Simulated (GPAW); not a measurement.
Runs of GPAW 26.7.0 on CoO. Symmetry: Fm-3m, No. 225, cubic system. The conventional cell has a = 4.263 Å, b = 4.263 Å, c = 4.263 Å, α = 90.00°, β = 90.00°, γ = 90.00°. Co (site symmetry m-3m) is surrounded by 6 O at 2.13 Å. O (site symmetry m-3m) is surrounded by 6 Co at 2.13 Å. 

| task | level | potentials or basis | U | cell | k mesh | smearing | optimizer | fmax | max steps | convergence | eigensolver | gap on the mesh (eV) | pressure (GPa) | moment (μB) |
| --- | --- | --- | --- | --- | --- | --- | --- | --- | --- | --- | --- | --- | --- | --- |
| relaxation of cell and atoms | LDA | the program's PAW data sets (release 1.2.1) made for this functional, pw | - | relaxed | 11 × 11 × 11 | fermi-dirac 0.05 eV | BFGS | 0.02 eV/Å | 40 | density=1e-05 forces=0.0001 | - | none | 0.2 | (a) |
| single point | PBE | GPAW PAW data sets (gpaw-data 1.2.1), pw | - | as given | 11 × 11 × 11 | gaussian 0.023 eV | - | - | - | - | - | none | -1.1 | 2.99 |
| single point | PBE | GPAW PAW data sets (gpaw-data 1.2.1), pw | - | as given | 11 × 11 × 11 | gaussian 0.027 eV | - | - | - | - | - | none | -1.1 | 2.98 |
| band structure | PBEsol+U | PAW data sets generated in the run's folder for this functional, pw | Co d U = 1 eV | as given | 11 × 11 × 11 | fermi-dirac 0.05 eV | - | - | - | - | - | - | -9.1 | 3.00 |
| single point | PBE | GPAW PAW data sets (gpaw-data 1.2.1), pw | - | as given | 11 × 11 × 11 | gaussian 0.019 eV | - | - | - | - | - | none | -1.1 | 2.99 |
| single point | PBE | GPAW PAW data sets (gpaw-data 1.2.1), pw | - | the cell as VASP's run set it | 11 × 11 × 11 | gaussian 0.02 eV | - | - | - | - | - | none | -1.1 | 2.99 |
| band structure | M06-L | GPAW PAW data sets (gpaw-data 1.2.1), pw | - | as given | 9 × 9 × 9 | fermi-dirac 0.05 eV | - | - | - | - | - | - | -3.2 | 3.00 |

Alike in all rows: spin collinear, ferromagnetic start; cutoff (eV) 800.

**Question.** Estimate the missing entries.

**Answer.** (a) 2.21.

Caveats: a cell with one magnetic atom can't hold antiferromagnetic order, which such compounds often take; semilocal functionals often make such compounds metallic where correlation or magnetic order opens a gap, which also shifts bond lengths (some runs); each step starts from the last one's moments, so a moment once lost doesn't come back (some runs); later steps reuse the first step's grids (some runs); the PAW data sets were made with another functional, which shifts forces and pressure a little (some runs).

A k mesh can miss the band edges.

A gap of «none» marks a metal or a gap under the smearing width.

Not every run made on this cell is shown here.
